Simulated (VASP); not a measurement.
Elastic constants (GPa) of a crystal from PBE GGA, VASP's PBE PAW potentials (set 64) (VASP):

```tsv
	xx	yy	zz	yz	xz	xy
xx	124.4	31.5	6.4	0.0	0.0	0.0
yy	31.5	124.4	6.4	0.0	0.0	0.0
zz	6.4	6.4	146.3	0.0	0.0	0.0
yz	0.0	0.0	0.0	17.8	0.0	0.0
xz	0.0	0.0	0.0	0.0	17.8	0.0
xy	0.0	0.0	0.0	0.0	0.0	46.4
```

**Question.** Work out the Voigt, Reuss and Hill moduli, Young's modulus and Poisson's ratio.

**Answer.** All eigenvalues are positive (smallest 17.8 GPa), so the crystal is stable. K_V = (C11+C22+C33+2(C12+C13+C23))/9 = (395.1 + 2×44.3)/9 = 53.7 GPa; G_V = (395.1 − 44.3 + 3×82.0)/15 = 39.8 GPa. From the compliances, K_R = 53.7 GPa and G_R = 29.5 GPa. Hill: K = 53.7 GPa, G = 34.6 GPa, E = 9KG/(3K+G) = 85.5 GPa, ν = (3K−2G)/(2(3K+G)) = 0.235. K/G = 1.55, below Pugh's 1.75; universal anisotropy A^U = 1.75.

**Question.** With a density of 1.31 g/cm³, what are the mean sound speeds?

**Answer.** v_l = √((K+4G/3)/ρ) = 8.74 km/s and v_t = √(G/ρ) = 5.14 km/s. The crystal is Li3N (alpha), hexagonal.

The compound is Li3N in the alpha structure. It was relaxed first.
